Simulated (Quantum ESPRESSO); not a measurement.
# BN (F-43m) in Quantum ESPRESSO: a series of runs

Runs on BN. Level: rev-vdW-DF2. Tasks: single point, equation of state.

Program: Quantum ESPRESSO 7.5. These are calculated values, not measurements. Logs are shortened: lines on timing, memory, paths and dates and some standing lists are left out, and cuts for length are marked.

**Measured values to compare with.**

From “Effect of nanostructuration on compressibility of cubic BN”, 2012, arxiv:1208.3664, for a bulk crystal of BN at 300 K: bulk modulus 395 ± 2 GPa.

The results are compared with them further down.

**1. The structure**

Symmetry: F-43m, No. 216, cubic system. Conventional cell: a = 3.626 Å, b = 3.626 Å, c = 3.626 Å, α = 90.00°, β = 90.00°, γ = 90.00°. N (site symmetry -43m) is surrounded by 4 B at 1.57 Å. B (site symmetry -43m) is surrounded by 4 N at 1.57 Å.

The cell is a database's computed one.

**2. Single point, rev-vdW-DF2, 5.60 Å³/atom**

pw.in

```
&CONTROL
  calculation = 'scf'
  prefix = 'pwscf'
  outdir = './tmp'
  pseudo_dir = './pseudo'
  tprnfor = .true.
  tstress = .true.
  disk_io = 'nowf'
/
&SYSTEM
  ibrav = 0
  nat = 2
  ntyp = 2
  ecutwfc = 84
  nbnd = 9
  input_dft = 'vdw-df2-b86r'
  occupations = 'smearing'
  smearing = 'fd'
  degauss = 0.00367493
/
&ELECTRONS
  conv_thr = 4d-10
  electron_maxstep = 120
  mixing_beta = 0.5
/
ATOMIC_SPECIES
N     14.0070 N.upf
B     10.8100 B.upf
CELL_PARAMETERS angstrom
   0.0000000000    1.7759905947    1.7759905947
   1.7759905947    0.0000000000    1.7759905947
   1.7759905947    1.7759905947    0.0000000000
ATOMIC_POSITIONS crystal
N      0.2500000000    0.2500000000    0.2500000000
B      0.0000000000    0.0000000000    0.0000000000
K_POINTS automatic
13 13 13 0 0 0
```

Potentials or basis: PseudoDojo 0.4.1 SR PBE standard.

Command:

```console
OMP_NUM_THREADS=1 pw.x -in pw.in > pw.out
```

pw.out:

```text
This program is part of the open-source Quantum ESPRESSO suite
     for quantum simulation of materials; please cite
         "P. Giannozzi et al., J. Phys.:Condens. Matter 21 395502 (2009);
         "P. Giannozzi et al., J. Phys.:Condens. Matter 29 465901 (2017);
         "P. Giannozzi et al., J. Chem. Phys. 152 154105 (2020);
     in publications or presentations arising from this work. More details at

     IMPORTANT: XC functional enforced from input :
     Exchange-correlation= VDW-DF2-B86R
                           (   1   4  26   0   2   0   0)
     Any further DFT definition will be discarded
     Please, verify this is what you really want

     Message from routine setup:
     using ibrav=0 with symmetry is DISCOURAGED, use correct ibrav instead

     G-vector sticks info
     --------------------
     sticks:   dense  smooth     PW     G-vecs:    dense   smooth      PW
     Sum         511     511    163                 7799     7799    1459

     Using Slab Decomposition

     bravais-lattice index     =            0
     lattice parameter (alat)  =       4.7463  a.u.
     unit-cell volume          =      75.6047 (a.u.)^3
     number of atoms/cell      =            2
     number of atomic types    =            2
     number of electrons       =         8.00
     number of Kohn-Sham states=            9
     kinetic-energy cutoff     =      84.0000  Ry
     charge density cutoff     =     336.0000  Ry
     scf convergence threshold =      4.0E-10
     mixing beta               =       0.5000
     number of iterations used =            8  plain     mixing
     Exchange-correlation= VDW-DF2-B86R
                           (   1   4  26   0   2   0   0)

     celldm(1)=   4.746293  celldm(2)=   0.000000  celldm(3)=   0.000000
     celldm(4)=   0.000000  celldm(5)=   0.000000  celldm(6)=   0.000000

     crystal axes: (cart. coord. in units of alat)
               a(1) = (   0.000000   0.707107   0.707107 )
               a(2) = (   0.707107   0.000000   0.707107 )
               a(3) = (   0.707107   0.707107   0.000000 )

     reciprocal axes: (cart. coord. in units 2 pi/alat)
               b(1) = ( -0.707107  0.707107  0.707107 )
               b(2) = (  0.707107 -0.707107  0.707107 )
               b(3) = (  0.707107  0.707107 -0.707107 )

     PseudoPot. # 1 for N  read from file:
     N.upf
     Pseudo is Norm-conserving + core correction, Zval =  5.0
     Generated using ONCVPSP code by D. R. Hamann
     Using radial grid of 1058 points,  4 beta functions with:
                l(1) =   0
                l(2) =   0
                l(3) =   1
                l(4) =   1

     PseudoPot. # 2 for B  read from file:
     B.upf
     Pseudo is Norm-conserving + core correction, Zval =  3.0
     Generated using ONCVPSP code by D. R. Hamann
     Using radial grid of 1534 points,  4 beta functions with:
                l(1) =   0
                l(2) =   0
                l(3) =   1
                l(4) =   1

     atomic species   valence    mass     pseudopotential
     N                 5.00    14.00700     N ( 1.00)
     B                 3.00    10.81000     B ( 1.00)

     24 Sym. Ops. (no inversion) found

   Cartesian axes

     site n.     atom                  positions (alat units)
         1        N      tau(   1) = (   0.3535534   0.3535534   0.3535534  )
         2        B      tau(   2) = (   0.0000000   0.0000000   0.0000000  )

     number of k points=    84  Fermi-Dirac smearing, width (Ry)=  0.0037
                       cart. coord. in units 2pi/alat
        k(    1) = (   0.0000000   0.0000000   0.0000000), wk =   0.0009103
        k(    2) = (   0.0543928   0.0543928  -0.0543928), wk =   0.0072827
        k(    3) = (   0.1087857   0.1087857  -0.1087857), wk =   0.0072827
        k(    4) = (   0.1631785   0.1631785  -0.1631785), wk =   0.0072827
        k(    5) = (   0.2175713   0.2175713  -0.2175713), wk =   0.0072827
        k(    6) = (   0.2719641   0.2719641  -0.2719641), wk =   0.0072827
[... 76 lines left out ...]
        k(   83) = (   0.0000000  -0.4351426   0.6527140), wk =   0.0218480
        k(   84) = (  -0.0543928  -0.3807498   0.7071068), wk =   0.0218480

     Dense  grid:     7799 G-vectors     FFT dimensions: (  27,  27,  27)

     Initial potential from superposition of free atoms

     starting charge       7.9997, renormalised to       8.0000

     %%%%%%%%%%%%%%%%%%%%%%%%%%%%%%%%%%%%%%%%%%%%%%%%%%%%%%%%%%%%%%%%%%%%%%%%
     %                                                                      %
     % You are using vdW-DF, which was implemented by the Thonhauser group. %
     % Please cite the following two papers that made this development      %
     % possible and the two reviews that describe the various versions:     %
     %                                                                      %
     %   T. Thonhauser et al., PRL 115, 136402 (2015).                      %
[... 56 lines left out ...]
     estimated scf accuracy    <       0.00004718 Ry

     iteration #  5     ecut=    84.00 Ry     beta= 0.50
     Davidson diagonalization with overlap
     ethr =  5.90E-07,  avg # of iterations =  2.8

     total energy              =     -26.85401965 Ry
     estimated scf accuracy    <       0.00000629 Ry

     iteration #  6     ecut=    84.00 Ry     beta= 0.50
     Davidson diagonalization with overlap
     ethr =  7.87E-08,  avg # of iterations =  1.0

     total energy              =     -26.85402065 Ry
     estimated scf accuracy    <       0.00000001 Ry

     iteration #  7     ecut=    84.00 Ry     beta= 0.50
     Davidson diagonalization with overlap
     ethr =  1.35E-10,  avg # of iterations =  3.5

     total energy              =     -26.85402067 Ry
     estimated scf accuracy    <          9.4E-09 Ry

     iteration #  8     ecut=    84.00 Ry     beta= 0.50
     Davidson diagonalization with overlap
     ethr =  1.18E-10,  avg # of iterations =  1.0

     End of self-consistent calculation

          k = 0.0000 0.0000 0.0000 (   941 PWs)   bands (ev):

    -8.8282  11.9835  11.9835  11.9835  21.1508  21.1508  21.1508  23.2455
    37.7068

          k = 0.0544 0.0544-0.0544 (   950 PWs)   bands (ev):

    -8.6779  11.1742  11.8196  11.8196  21.3910  21.3993  21.3993  23.6951
    37.4264

          k = 0.1088 0.1088-0.1088 (   968 PWs)   bands (ev):

    -8.2312   9.2493  11.4100  11.4100  21.7967  21.9970  21.9970  24.8167
    36.7862

          k = 0.1632 0.1632-0.1632 (   965 PWs)   bands (ev):

    -7.5035   6.9106  10.9157  10.9157  22.1800  22.6162  22.6162  26.0237
    36.2071

          k = 0.2176 0.2176-0.2176 (   974 PWs)   bands (ev):

    -6.5328   4.5581  10.4661  10.4661  22.5205  22.9901  22.9901  26.9373
    35.9455

          k = 0.2720 0.2720-0.2720 (   984 PWs)   bands (ev):

    -5.4231   2.4632  10.1366  10.1366  22.7760  23.0973  23.0973  27.4963
    35.9962

          k = 0.3264 0.3264-0.3264 (   978 PWs)   bands (ev):

    -4.5032   1.0344   9.9645   9.9645  22.9104  23.0891  23.0891  27.7572
    36.1571

          k = 0.1088-0.0000 0.0000 (   953 PWs)   bands (ev):

    -8.6279  11.4783  11.4821  11.4821  20.8613  21.8206  21.8206  23.7710
    35.8451

          k = 0.1632 0.0544-0.0544 (   969 PWs)   bands (ev):

    -8.2802   9.9033  10.9591  11.4017  20.9040  22.4283  22.5588  24.5521
    34.1541

          k = 0.2176 0.1088-0.1088 (   973 PWs)   bands (ev):

    -7.6460   7.7183  10.4224  11.0263  21.3551  22.9020  23.2885  25.5836
    33.4258

          k = 0.2720 0.1632-0.1632 (   970 PWs)   bands (ev):

    -6.7539   5.3901   9.9906  10.5210  21.8542  23.2493  23.7276  26.4606
    33.7235

          k = 0.3264 0.2176-0.2176 (   981 PWs)   bands (ev):

    -5.6780   3.2126   9.7264  10.0261  22.1995  23.4309  23.8072  27.2286
    34.5616

          k = 0.3807 0.2720-0.2720 (   983 PWs)   bands (ev):

    -4.6414   1.5169   9.6305   9.6552  22.4234  23.4879  23.6676  27.8159
    35.2429

          k =-0.2720-0.3807 0.3807 (   986 PWs)   bands (ev):

    -4.2654   0.9732   9.3869   9.7776  22.6518  23.4488  23.4725  28.0189
    35.5487
[... 303 lines left out ...]
    -5.1327   4.7551   6.7410   8.7931  21.0249  24.2775  25.7440  27.5296
    32.4228

          k =-0.2176-0.4351 0.6527 (   984 PWs)   bands (ev):

    -4.1557   3.5296   6.1724   8.1237  21.5626  24.1405  26.4956  28.4106
    32.1542

          k =-0.1632-0.3807 0.5983 (   981 PWs)   bands (ev):

    -3.4011   2.5242   6.0605   7.6665  21.7529  24.1653  27.5543  28.8907
    31.1576

          k =-0.1632-0.4895 0.7071 (   993 PWs)   bands (ev):

    -3.8232   3.9257   6.0266   7.0550  20.1724  24.3223  26.6040  29.4757
    32.2850

          k =-0.1088-0.4351 0.6527 (   986 PWs)   bands (ev):

    -3.0892   3.3782   5.3328   6.5837  20.9361  25.1292  26.6244  29.5636
    31.5720

          k =-0.0544-0.3807 0.5983 (   994 PWs)   bands (ev):

    -2.8753   3.2373   4.8302   6.7484  21.5094  25.1527  27.6725  28.6767
    31.0501

          k = 0.0000-0.3264 0.5439 (   990 PWs)   bands (ev):

    -3.3390   3.4400   5.0290   7.3364  21.8578  24.4524  27.0964  29.4034
    30.9466

          k =-0.0544-0.4895 0.7071 (   985 PWs)   bands (ev):

    -2.8306   3.4551   5.6563   5.8242  19.6831  24.1718  27.8928  29.9445
    32.3808

          k = 0.0000-0.4351 0.6527 (   984 PWs)   bands (ev):

    -2.6380   3.7685   4.4842   6.0649  20.7150  25.4922  27.1167  29.0124
    31.9759

          k =-0.0544-0.3807 0.7071 (   985 PWs)   bands (ev):

    -2.6539   3.8683   4.7036   5.6025  21.7439  25.6102  26.8471  28.2438
    31.8789

     the Fermi energy is    14.4393 ev

!    total energy              =     -26.85402067 Ry
     estimated scf accuracy    <          1.2E-10 Ry
     smearing contrib. (-TS)   =       0.00000000 Ry
     internal energy E=F+TS    =     -26.85402067 Ry

     The total energy is F=E-TS. E is the sum of the following terms:
     one-electron contribution =       5.34325676 Ry
     hartree contribution      =       3.48903846 Ry
     xc contribution           =      -8.87819502 Ry
     ewald contribution        =     -26.80812087 Ry

     convergence has been achieved in   8 iterations

     Forces acting on atoms (cartesian axes, Ry/au):

     atom    1 type  1   force =     0.00000000   -0.00000000    0.00000000
     atom    2 type  2   force =     0.00000000   -0.00000000   -0.00000000

     Total force =     0.000000     Total SCF correction =     0.000000

     Computing stress (Cartesian axis) and pressure

          total   stress  (Ry/bohr**3)                   (kbar)     P=      245.53
   0.00166905   0.00000000  -0.00000000          245.53        0.00       -0.00
   0.00000000   0.00166905   0.00000000            0.00      245.53        0.00
  -0.00000000   0.00000000   0.00166905           -0.00        0.00      245.53

=------------------------------------------------------------------------------=
   JOB DONE.
=------------------------------------------------------------------------------=
```

Wall time 87 s (1 thread of Intel Xeon Platinum 8259CL at 2.50GHz (Skylake/Cascade Lake), shared host); peak memory 0.06 GiB.

What came out:

```yaml
Free_energy: -365.3676 eV
Pressure: 24.6 GPa
Band_gap_on_the_k_mesh: 4.69 eV, indirect (least direct gap 9.17 eV)
```

Caveat: the potentials were made for another functional, which shifts forces and pressure; an odd mesh through Γ misses points on the zone boundary, where band edges often lie.

**3. Single point, rev-vdW-DF2, 5.72 Å³/atom**

pw.in: that of step 2 with these lines changed.

```diff
@@ -29,5 +29,5 @@
 CELL_PARAMETERS angstrom
-   0.0000000000    1.7759905947    1.7759905947
-   1.7759905947    0.0000000000    1.7759905947
-   1.7759905947    1.7759905947    0.0000000000
+   0.0000000000    1.7884979828    1.7884979828
+   1.7884979828    0.0000000000    1.7884979828
+   1.7884979828    1.7884979828    0.0000000000
 ATOMIC_POSITIONS crystal
```

Potentials or basis: PseudoDojo 0.4.1 SR PBE standard.

Command:

```console
OMP_NUM_THREADS=1 pw.x -in pw.in > pw.out
```

Run time: 86 s. Hardware: 1 thread of Intel Xeon Platinum 8259CL at 2.50GHz (Skylake/Cascade Lake), shared host; peak memory 0.06 GiB.

It converged, with:

```
Free energy            : -365.3970 eV
Pressure               : 15.2 GPa
Band gap on the k mesh : 4.66 eV, indirect (least direct gap 9.06 eV)
```

Caveat: the potentials were made for another functional, which shifts forces and pressure; an odd mesh through Γ misses points on the zone boundary, where band edges often lie.

**4. Single point, rev-vdW-DF2, 5.84 Å³/atom**

pw.in: that of step 3 with these lines changed.

```diff
@@ -29,5 +29,5 @@
 CELL_PARAMETERS angstrom
-   0.0000000000    1.7884979828    1.7884979828
-   1.7884979828    0.0000000000    1.7884979828
-   1.7884979828    1.7884979828    0.0000000000
+   0.0000000000    1.8008328414    1.8008328414
+   1.8008328414    0.0000000000    1.8008328414
+   1.8008328414    1.8008328414    0.0000000000
 ATOMIC_POSITIONS crystal
```

Command:

```console
OMP_NUM_THREADS=1 pw.x -in pw.in > pw.out
```

Run time: 87 s. Hardware: 1 thread of Intel Xeon Platinum 8259CL at 2.50GHz (Skylake/Cascade Lake), shared host; peak memory 0.07 GiB.

The run converged. Its results:

```
Free energy            : -365.4132 eV
Pressure               : 6.7 GPa
Band gap on the k mesh : 4.63 eV, indirect (least direct gap 8.96 eV)
```

Caveat: the potentials were made for another functional, which shifts forces and pressure; an odd mesh through Γ misses points on the zone boundary, where band edges often lie.

**5. Single point, rev-vdW-DF2, 5.96 Å³/atom**

pw.in: that of step 4 with these lines changed.

```diff
@@ -29,5 +29,5 @@
 CELL_PARAMETERS angstrom
-   0.0000000000    1.8008328414    1.8008328414
-   1.8008328414    0.0000000000    1.8008328414
-   1.8008328414    1.8008328414    0.0000000000
+   0.0000000000    1.8130010000    1.8130010000
+   1.8130010000    0.0000000000    1.8130010000
+   1.8130010000    1.8130010000    0.0000000000
 ATOMIC_POSITIONS crystal
```

Command:

```console
OMP_NUM_THREADS=1 pw.x -in pw.in > pw.out
```

It took 87 s on 1 thread of Intel Xeon Platinum 8259CL at 2.50GHz (Skylake/Cascade Lake), shared host; peak memory 0.07 GiB.

The run converged. Its results:

```yaml
Free_energy: -365.4174 eV
Pressure: -1.0 GPa
Band_gap_on_the_k_mesh: 4.60 eV, indirect (least direct gap 8.86 eV)
```

Caveat: the potentials were made for another functional, which shifts forces and pressure; an odd mesh through Γ misses points on the zone boundary, where band edges often lie.

**6. Single point, rev-vdW-DF2, 6.08 Å³/atom**

pw.in: that of step 5 with these lines changed.

```diff
@@ -29,5 +29,5 @@
 CELL_PARAMETERS angstrom
-   0.0000000000    1.8130010000    1.8130010000
-   1.8130010000    0.0000000000    1.8130010000
-   1.8130010000    1.8130010000    0.0000000000
+   0.0000000000    1.8250079791    1.8250079791
+   1.8250079791    0.0000000000    1.8250079791
+   1.8250079791    1.8250079791    0.0000000000
 ATOMIC_POSITIONS crystal
```

Potentials or basis: PseudoDojo 0.4.1 SR PBE standard.

Command:

```console
OMP_NUM_THREADS=1 pw.x -in pw.in > pw.out
```

Run time: 94 s. Hardware: 1 thread of Intel Xeon Platinum 8259CL at 2.50GHz (Skylake/Cascade Lake), shared host; peak memory 0.07 GiB.

Results (log left out):

- Free energy: -365.4105 eV
- Pressure: -8.1 GPa
- Band gap on the k mesh: 4.58 eV, indirect (least direct gap 8.76 eV)

Caveat: the potentials were made for another functional, which shifts forces and pressure; an odd mesh through Γ misses points on the zone boundary, where band edges often lie.

**7. Single point, rev-vdW-DF2, 6.20 Å³/atom**

pw.in: that of step 6 with these lines changed.

```diff
@@ -29,5 +29,5 @@
 CELL_PARAMETERS angstrom
-   0.0000000000    1.8250079791    1.8250079791
-   1.8250079791    0.0000000000    1.8250079791
-   1.8250079791    1.8250079791    0.0000000000
+   0.0000000000    1.8368590123    1.8368590123
+   1.8368590123    0.0000000000    1.8368590123
+   1.8368590123    1.8368590123    0.0000000000
 ATOMIC_POSITIONS crystal
```

Command:

```console
OMP_NUM_THREADS=1 pw.x -in pw.in > pw.out
```

Wall time 89 s (1 thread of Intel Xeon Platinum 8259CL at 2.50GHz (Skylake/Cascade Lake), shared host); peak memory 0.07 GiB.

It converged, with:

```
Free energy            : -365.3936 eV
Pressure               : -14.5 GPa
Band gap on the k mesh : 4.55 eV, indirect (least direct gap 8.67 eV)
```

Caveat: the potentials were made for another functional, which shifts forces and pressure; an odd mesh through Γ misses points on the zone boundary, where band edges often lie.

**8. Single point, rev-vdW-DF2, 6.32 Å³/atom**

pw.in: that of step 7 with these lines changed.

```diff
@@ -29,5 +29,5 @@
 CELL_PARAMETERS angstrom
-   0.0000000000    1.8368590123    1.8368590123
-   1.8368590123    0.0000000000    1.8368590123
-   1.8368590123    1.8368590123    0.0000000000
+   0.0000000000    1.8485590667    1.8485590667
+   1.8485590667    0.0000000000    1.8485590667
+   1.8485590667    1.8485590667    0.0000000000
 ATOMIC_POSITIONS crystal
```

Command:

```console
OMP_NUM_THREADS=1 pw.x -in pw.in > pw.out
```

It took 89 s on 1 thread of Intel Xeon Platinum 8259CL at 2.50GHz (Skylake/Cascade Lake), shared host; peak memory 0.07 GiB.

Results (log left out):

```yaml
Free_energy: -365.3677 eV
Pressure: -20.3 GPa
Band_gap_on_the_k_mesh: 4.52 eV, indirect (least direct gap 8.58 eV)
```

Caveat: the potentials were made for another functional, which shifts forces and pressure; an odd mesh through Γ misses points on the zone boundary, where band edges often lie.

**9. Equation of state, rev-vdW-DF2**

Potentials or basis: PseudoDojo 0.4.1 SR PBE standard.

This step only gathers the single runs of the series.

What came out:

| Quantity | Value |
| --- | --- |
| Equilibrium volume | 5.94 Å³/atom |
| Bulk modulus | 373 GPa |
| Pressure derivative of the bulk modulus | 3.7 |

Energy against volume, from the lowest point:
| volume (Å³/atom) | energy (meV/atom) |
| --- | --- |
| 5.602 | 24.91 |
| 5.721 | 10.17 |
| 5.840 | 2.07 |
| 5.959 | 0.00 |
| 6.078 | 3.43 |
| 6.198 | 11.87 |
| 6.317 | 24.86 |

Caveat: the potentials were made for another functional, which shifts forces and pressure.

**10. Against experiment**

Step 9. Against the measured bulk modulus of BN, 395 GPa (300 K; quoted in “Effect of nanostructuration on compressibility of cubic BN”, 2012, arxiv:1208.3664), the calculated 373 GPa is off by -5.6 %. The fit is for a static lattice scaled at fixed shape and fixed fractional positions.
